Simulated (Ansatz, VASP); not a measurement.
**Cross-check of Au (dimer Au chain) between VASP and Ansatz**

Aim: how closely do two programs agree when they are given the same cell, functional and k mesh? The structure shown is the start of the Ansatz relaxation below; VASP solves that cell, so the two are compared at the walk's first step.

Program: Ansatz 0.2.0. Level of theory: plane waves, with VASP 6.6.1 beside it; single point at PBE. Results are calculated unless marked as measured.

## (1) Set-up

The cell holds 2 atoms: 2 Au. Its edges and angles: a = 7.500 Å, b = 7.500 Å, c = 5.168 Å, α = 90.0°, β = 90.0°, γ = 90.0°. Vacuum lies along a and b. The structure's axis is c.

## (2) Ansatz: relaxation, PBE

Ansatz runs on its default PAW (the set named soft_2) files.

The two programs are compared at the cell with which this relaxation starts, whose forces are those of its first step.

The input, input.yaml:

```yaml
crystal:
  lattice:
    - [7.5, 0.0, 0.0]
    - [0.0, 7.5, 0.0]
    - [0.0, 0.0, 5.168]
  atoms:
    - { symbol: Au, position: [0.5, 0.5, 0.0], spin: 0.5 }
    - { symbol: Au, position: [0.5, 0.5, 0.45], spin: 0.5 }
magnetization:
  spin_polarized: true
kpoints:
  mp_grid: { grid: [1, 1, 16] }
scf:
  occupations: { method: fermi_dirac, width: 0.05 }
hamiltonian:
  xc: pbe
relax:
  cell: { fix: [a, b, alpha, beta, gamma] }
  max_steps: 60
```

The run is started by

```bash
ansatz run input.yaml --threads 4 --pin off --max-ram 8192MiB --backend cpu --events-out ev --progress --plain --runs-dir out
```

Numbers of over 12 decimals in the logs are rounded to 6 here.

The log of the run:

```text
Engine: ansatz 0.2.0, aarch64-unknown-linux-gnu
Pseudopotentials: kind: paw
Pseudopotential: Au, paw, valence charge 19, recommended cutoff 420 eV (normal), Au.paw.azcp
Functional definition: PBE
  parameter kappa = 0.804
  parameter beta = 0.066725
  exchange = pbe_x(kappa = kappa, mu = beta*pi^2/3)
  correlation = pbe_c(beta = beta)
Crystal: 2 atoms, lattice volume = 290.700 Å³
Basis set: ecut = 420 eV, 5729 PW (Γ), exchange–correlation on 108×108×72 points (8 copies of the dense FFT grid, shifted against one another)
Bands: 24, of which v1, the nominal top of the filled ones, is band 19 counted from 1 (18 counted from 0)
Symmetry: 16 space group operations
Space group: P4/mmm (ITA 123), of the structure as read, at distance tolerance 6.6e-5 Å
Magnetic group: BNS 123.339 (UNI 999), of the structure as read, at distance tolerance 6.6e-5 Å
k-points: 9 of 16
Non-local potential: Au, projectors of the file, l = 0: 3, l = 1: 2, l = 2: 2, l = 3: 1
PAW form: soft (Blöchl's): semilocal exchange-correlation on the pseudo side does not see the compensation charge
PAW one-centre angular grid: Au, 590 points (default); XC on 64 Gauss nodes
Initial density: superposition of atomic densities (neutral atoms: chi_scale 0, normalization atom)
Starting moments: Σ|m| = 1 μB on 2 of 2 sites
Initial wavefunctions: pseudopotential atomic-orbital guess
Functional: x = pbe(κ = 0.804, μ = 0.219515), c = pbe(β = 0.066725)
SCF iter   1: F=—  HF=-26295.468103 eV  |F-HF|=—  |Δ(HF+E_count)|=         —  Δρ=1.44e-2 (↑1.44e-2 ↓8.56e-3)  dr2=1.22e0  dr2_m=1.23e-1  M=0.432 μB ∫|m|=0.456 μB  β_m=0.30  ethr=3.10e-3  ⟨swp⟩=6.1  Hψ=1958  notcnv=0
preconditioner: auto → LDOS  [metal: Δε(μ)=0.084 eV  Ē_g=6.309 eV  σ=0.050 eV  W_gap=0.40  n_scr=38 (ndim 8)  ℏωp=10.2 eV  f_vac=0.722  D(μ)=2.85/eV (n_scr^D=10)]
spin=Collinear: LDOS preconditioning applied to the charge; magnetization (m = ρ↑ − ρ↓) channel mixes plain (no charge-response kernel on spin).
SCF iter   2: F=—  HF=-26295.246803 eV  |F-HF|=—  |Δ(HF+E_count)|=   2.21e-1  Δρ=8.89e-3 (↑8.89e-3 ↓5.46e-3)  dr2=3.16e-1  dr2_m=7.49e-2  M=0.356 μB ∫|m|=0.378 μB  β_m=0.30  ethr=3.10e-3  ⟨swp⟩=2.0  Hψ=640  notcnv=0  defer=10
preconditioner: auto → Resta (q_TF=auto, 1.944 Å⁻¹)  ε∞=3.4  [insulator: Δε(μ)=0.114 eV  Ē_g=6.531 eV  σ=0.050 eV  W_gap=0.51  n_scr=38 (ndim 8)  ℏωp=10.2 eV  f_vac=0.724  D(μ)=2.94/eV (n_scr^D=10)  ε∞_Penn≈3.4  vacuum switching on, ρ_ref=3.1e-3 e/Å³]
spin=Collinear: Resta preconditioning applied to the charge; magnetization (m = ρ↑ − ρ↓) channel mixes plain (no charge-response kernel on spin).
SCF iter   3: F=—  HF=-26295.196433 eV  |F-HF|=—  |Δ(HF+E_count)|=   5.04e-2  Δρ=6.07e-3 (↑4.24e-3 ↓6.07e-3)  dr2=1.78e-2  dr2_m=6.60e-2  M=0.234 μB ∫|m|=0.242 μB  β_m=0.30  ethr=8.32e-4  ⟨swp⟩=2.2  Hψ=696  notcnv=0  defer=10
SCF iter   4: F=—  HF=-26295.208347 eV  |F-HF|=—  |Δ(HF+E_count)|=   1.19e-2  Δρ=3.93e-3 (↑3.93e-3 ↓3.06e-3)  dr2=1.12e-2  dr2_m=3.05e-2  M=0.250 μB ∫|m|=0.257 μB  β_m=0.30  ethr=4.68e-5  ⟨swp⟩=2.1  Hψ=934  notcnv=0  defer=10
SCF iter   5: F=—  HF=-26295.211409 eV  |F-HF|=—  |Δ(HF+E_count)|=   3.06e-3  Δρ=3.05e-3 (↑2.67e-3 ↓3.05e-3)  dr2=9.58e-4  dr2_m=2.16e-2  M=0.197 μB ∫|m|=0.204 μB  β_m=0.30  ethr=2.94e-5  ⟨swp⟩=2.2  Hψ=677  notcnv=0  defer=10
SCF iter   6: F=—  HF=-26295.214249 eV  |F-HF|=—  |Δ(HF+E_count)|=   2.84e-3  Δρ=2.12e-3 (↑2.10e-3 ↓2.12e-3)  dr2=2.16e-4  dr2_m=1.18e-2  M=0.186 μB ∫|m|=0.192 μB  β_m=0.30  ethr=2.52e-6  ⟨swp⟩=2.1  Hψ=695  notcnv=0  defer=10
SCF iter   7: F=—  HF=-26295.215771 eV  |F-HF|=—  |Δ(HF+E_count)|=   1.52e-3  Δρ=1.65e-3 (↑1.65e-3 ↓1.65e-3)  dr2=1.32e-5  dr2_m=7.22e-3  M=0.168 μB ∫|m|=0.174 μB  β_m=0.30  ethr=5.69e-7  ⟨swp⟩=2.0  Hψ=622  notcnv=0  defer=10
Mixer restart at iter 7: flushing history
spin-set hold released at iteration 7 (site moments contracting): the magnetisation degrees of freedom join the quasi-Newton model from the next iteration; the mixer history was flushed
SCF iter   8: F=—  HF=-26295.216546 eV  |F-HF|=—  |Δ(HF+E_count)|=   7.74e-4  Δρ=1.35e-3 (↑1.28e-3 ↓1.35e-3)  dr2=3.73e-5  dr2_m=4.59e-3  M=0.152 μB ∫|m|=0.158 μB  β_m=0.58  ethr=3.47e-8  ⟨swp⟩=2.1  Hψ=651  notcnv=0  defer=10
SCF iter   9: F=—  HF=-26295.218611 eV  |F-HF|=—  |Δ(HF+E_count)|=   2.07e-3  Δρ=4.84e-4 (↑4.84e-4 ↓2.31e-4)  dr2=3.82e-4  dr2_m=3.12e-4  M=0.086 μB ∫|m|=0.090 μB  β_m=0.57  ethr=3.47e-8  ⟨swp⟩=3.2  Hψ=947  notcnv=0  defer=10
[...]
Crystal: 2 atoms, lattice volume = 290.556 Å³
[...]
preconditioner: auto → LDOS  [metal: Δε(μ)=0.089 eV  Ē_g=6.689 eV  σ=0.050 eV  W_gap=0.42  n_scr=38 (ndim 8)  ℏωp=10.2 eV  f_vac=0.725  D(μ)=3.84/eV (n_scr^D=18)]
spin=Collinear: LDOS preconditioning applied to the charge; magnetization (m = ρ↑ − ρ↓) channel mixes plain (no charge-response kernel on spin).
[...]
iter 8 did not close the SCF: its close was put off for a magnetic moment that had not settled (scf_convergence_deferred on its scf_iter line)
SCF iter   8: F=-26295.716423 eV  HF=-26295.716423 eV  |F-HF|=7.97e-10  |Δ(HF+E_count)|=   2.46e-8  Δρ=6.65e-7 (↑2.85e-7 ↓6.65e-7)  dr2=1.57e-9  dr2_m=3.87e-10  M=0.000 μB ∫|m|=0.000 μB  β_m=0.93  ethr=1.15e-11  ⟨swp⟩=1.8  Hψ=1356  notcnv=0
SCF iter   9: F=-26295.716423 eV  HF=-26295.716423 eV  |F-HF|=1.82e-11  |Δ(HF+E_count)|=  4.91e-10  Δρ=1.14e-7 (↑8.95e-8 ↓1.14e-7)  dr2=4.54e-11  dr2_m=1.82e-11  M=0.000 μB ∫|m|=0.000 μB  ethr=4.12e-12  ⟨swp⟩=1.0  Hψ=1221  notcnv=0
the starting moments were not kept: the SCF closed with an absolute magnetisation of 1.6e-5 μB, where they sum to 1 μB in size (2 sites). That is at most 0.1 of that sum. Measured as dr2_m measures the in/out step, that magnetisation stands 4.2e-11 eV from none, at or under the dr2_threshold of 2.0e-7 eV: it is no larger than a step whose dr2_m would equal this threshold.
SCF 5 converged in 9 iterations: F = -26295.716423 eV  dr2 = 4.54e-11
relax step   5: F+E_penalty+E_count = -26295.71642323 eV  Δ(F+E_penalty+E_count) = -4.271e-3 eV  max|allowed force component| = 1.058e-4 eV/Å  Δτ_max = 0.0075 Å  P = -0.064 GPa  Ω = 290.556 Å³  energy of the carried Pulay correction = +6.538e-6 eV  fix = [a, b, alpha, beta, gamma]  reactions: a -0.088, b -0.088 GPa  (9 SCF iters, dr2 threshold 2.00e-7 eV, accepted)
Initial wavefunctions: pseudopotential atomic-orbital guess (no wavefunctions were taken with the density)
iter 1 solved again at ethr=5.13e-7 eV; its pass at ethr=3.10e-3 eV (dr2=1.95e-4 eV) is discarded
SCF iter   1: F=—  HF=-26295.716605 eV  |F-HF|=—  |Δ(HF+E_count)|=         —  Δρ=4.72e-7 (↑4.29e-7 ↓4.72e-7)  dr2=1.79e-9  dr2_m=1.92e-11  M=0.000 μB ∫|m|=0.000 μB  β_m=0.30  ethr=5.13e-7  ⟨swp⟩=3.2  Hψ=3112  notcnv=0
eigensolver tolerance schedule: the retry pair's looser diagonalisation over-reported the residual by 108895.50 of it (diagonalisation noise at an unbounded share of the residual, at the tolerance the schedule requests for it); recorded, not acted on — ethr = c·dr2/N_el stays at c = 1.0e-1
preconditioner: auto → LDOS  [metal: Δε(μ)=0.107 eV  Ē_g=6.706 eV  σ=0.050 eV  W_gap=0.48  n_scr=38 (ndim 8)  ℏωp=10.2 eV  f_vac=0.725  D(μ)=3.62/eV (n_scr^D=18)]
spin=Collinear: LDOS preconditioning applied to the charge; magnetization (m = ρ↑ − ρ↓) channel mixes plain (no charge-response kernel on spin).
SCF iter   2: F=—  HF=-26295.716416 eV  |F-HF|=—  |Δ(HF+E_count)|=   1.89e-4  Δρ=3.60e-7 (↑3.60e-7 ↓3.15e-7)  dr2=6.27e-10  dr2_m=1.28e-11  M=0.000 μB ∫|m|=0.000 μB  β_m=0.27  ethr=4.71e-12  ⟨swp⟩=3.9  Hψ=1072  notcnv=0
SCF iter   3: F=—  HF=-26295.716416 eV  |F-HF|=—  |Δ(HF+E_count)|=  7.28e-12  Δρ=2.70e-7 (↑2.70e-7 ↓2.32e-7)  dr2=2.74e-10  dr2_m=1.05e-11  M=0.000 μB ∫|m|=0.000 μB  β_m=0.63  ethr=1.65e-12  ⟨swp⟩=1.0  Hψ=432  notcnv=0
SCF iter   4: F=—  HF=-26295.716416 eV  |F-HF|=—  |Δ(HF+E_count)|=  1.38e-10  Δρ=1.40e-7 (↑1.04e-7 ↓1.40e-7)  dr2=1.56e-10  dr2_m=2.09e-12  M=0.000 μB ∫|m|=0.000 μB  β_m=0.63  ethr=1.00e-12  ⟨swp⟩=2.1  Hψ=633  notcnv=0
SCF iter   5: F=—  HF=-26295.716416 eV  |F-HF|=—  |Δ(HF+E_count)|=  1.82e-11  Δρ=9.83e-8 (↑7.10e-8 ↓9.83e-8)  dr2=7.37e-11  dr2_m=1.28e-12  M=0.000 μB ∫|m|=0.000 μB  β_m=0.77  ethr=1.00e-12  ⟨swp⟩=1.0  Hψ=432  notcnv=0
SCF iter   6: F=-26295.716416 eV  HF=-26295.716416 eV  |F-HF|=2.55e-11  |Δ(HF+E_count)|=  3.64e-12  Δρ=4.65e-8 (↑2.48e-8 ↓4.65e-8)  dr2=1.27e-11  dr2_m=7.05e-13  M=0.000 μB ∫|m|=0.000 μB  ethr=1.00e-12  ⟨swp⟩=4.4  Hψ=1854  notcnv=0
the starting moments were not kept: the SCF closed with an absolute magnetisation of 4.2e-6 μB, where they sum to 1 μB in size (2 sites). That is at most 0.1 of that sum. Measured as dr2_m measures the in/out step, that magnetisation stands 5.3e-12 eV from none, at or under the dr2_threshold of 2.0e-11 eV: it is no larger than a step whose dr2_m would equal this threshold.
SCF 6 converged in 6 iterations: F = -26295.716416 eV  dr2 = 1.27e-11
relax step   6: F+E_penalty+E_count = -26295.71641625 eV  Δ(F+E_penalty+E_count) = +6.978e-6 eV  max|allowed force component| = 1.138e-4 eV/Å  Δτ_max = 0.0000 Å  P = -0.064 GPa  Ω = 290.556 Å³  fix = [a, b, alpha, beta, gamma]  reactions: a -0.089, b -0.089 GPa  stress off target by 1.29e-2 GPa on what of the cell is left free  SCF on the basis re-selected at this cell (its energy is not comparable with the rows above)  (6 SCF iters)
basis re-selected at this cell: Δ(F+E_penalty+E_count) = +6.978e-6 eV, ΔP = +0.000 GPa vs the last step (what re-selecting the basis moved, of the pressure what is left beyond the Pulay correction that the steps carried, after the strain that the cell walked since its last selection, with what the two solves' SCF thresholds leave and, on support functions, any second-order correction that the steps lacked; it is no m [...]
SCF converged after 6 iterations
Magnetization: 0.0000 μB (19.0000 up, 19.0000 down)
Absolute magnetization: 0.0000 μB (∫|ρ↑−ρ↓|, with the PAW one-centre terms)
Spin contamination: 0.0000 ħ² per cell (⟨S²⟩ above its minimum at these occupations)
Per-site moments (μB) at R_I (Å): [(1.8512642651592897e-6, 1.065368), (1.851264265178393e-6, 1.065368)]
Free energy (F): -26295.716416 eV
Harris-Foulkes:  -26295.716416 eV  (|F-HF|=2.55e-11)
Internal energy: -26295.686192 eV  (E = F + TS)
E sigma→0 (E₀):  -26295.701304 eV
Entropy (-TS):   -0.030224 eV (-15.112 meV/atom)
Fermi energy:    -3.450664 eV
--- Per-component energies (eV) ---
  E_band       = -1228.594294
  E_kinetic    = 1211.779932
  E_local      = -11359.848766  (includes V_loc(G=0)·N_el)
  E_nonlocal   = 150.348259
  E_hartree    = 5020.925883
  E_xc         = -452.046332
  E_vxc        = -544.436789  (∫ρ·V_xc dr)
  E_paw        = -19416.068265  (= ΣΔE_a)
  E_vpaw       = -728.291206  (= ΣTr[D̂ρ^β])
  E_aug_tail   = 0.002888  (compensation charges beyond the density's cutoff)
  E_ewald      = -1450.779791
  E_smearing   = -0.030224  (= −TS)
  E_closure    = 0.000000  (closes the sum)
  Σ components = -26295.716416   (vs F -26295.716416, Δ=0.00e0)
--- Forces (eV/Å), atoms counted from 1 ---
  atom   1  Au     0.00000000     0.00000000    -0.00011376
  atom   2  Au     0.00000000     0.00000000     0.00011376
  max |Σ_I F_I| component: 1.36e-20 eV/Å
--- Stress (GPa, compression-positive) ---
       -0.088897       0.000000       0.000000
        0.000000      -0.088897       0.000000
        0.000000       0.000000      -0.012911
  P = ⅓ Tr σ = -0.0636 GPa (-0.636 kbar)
--- Relaxed structure (5 steps of the walk, 5 accepted, 1 SCFs on fresh bases) ---
  F+E_penalty+E_count = -26295.71641625 eV   max|allowed force component| = 1.138e-4 eV/Å   (the final SCF, on the basis selected at the relaxed cell)
  cell:  # Å, volume = 290.5559 Å³
    - [7.5, 0.0, 0.0]
    - [0.0, 7.5, 0.0]
    - [0.0, 0.0, 5.165437]
  atoms:
    - { symbol: Au, position: [0.5, 0.5, -0.024999] }
    - { symbol: Au, position: [0.5, 0.5, 0.474999] }
```

The column dr2 measures how far the density is from self-consistency, as an energy; F and HF (Harris–Foulkes) agree once it is small.

(Part 1 of 2 ends here.)

[Lines on the potential files, build, host, timing and source positions are cut from VASP's logs without a mark.]

[Logs are printed without paths, hosts, clocks, repeated set-up lines and the standing remarks that a program may print on its own settings, such as how far it seeks lower states.]

[Hosts, paths, dates, database ids (printed as entryN), source tags and the programs' standing remarks are cut or masked in the printed files.]
